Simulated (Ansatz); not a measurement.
Runs of Ansatz 0.2.0 on Ni. The structure is hexagonal, space group P6_3/mmc (No. 194). Conventional cell: a = 2.448 Å, b = 2.448 Å, c = 4.073 Å, α = 90.00°, β = 90.00°, γ = 120.00°. Ni (site symmetry -6m2) has 12 Ni at 2.45 to 2.48 Å as nearest neighbours. This isn't the form of Ni at room conditions, which is fcc.

```csv
task,level,cell,smearing,points for each segment of the path,gap on the mesh (eV),pressure (GPa),moment (μB)
band structure,PBE,as given,fermi-dirac 0.05 eV,14,none,7.3,(a)
band structure,LDA,as given,fermi-dirac 0.05 eV,14,none,(b),1.24
relaxation of cell and atoms,PBE,relaxed,fermi-dirac 0.05 eV,-,none,0.0,1.33
single point,PBE,as given,gaussian 0.011 eV,-,none,7.3,1.35
```

Alike in all rows: potentials or basis Ansatz PAW; spin collinear, ferromagnetic start; k mesh 12 × 12 × 7; cutoff (eV) 420.

Fill in the values left out.

(a) 1.30; (b) -10.9.

Caveats: the PAW data sets come from PBE, with cores solved anew for the run's functional, which leaves a small shift of forces and pressure (some runs); the plane-wave basis is chosen anew once the cell has moved, so the energies of steps on either side of that aren't comparable (some runs).

A gap of «none» marks a metal or a gap under the smearing width.
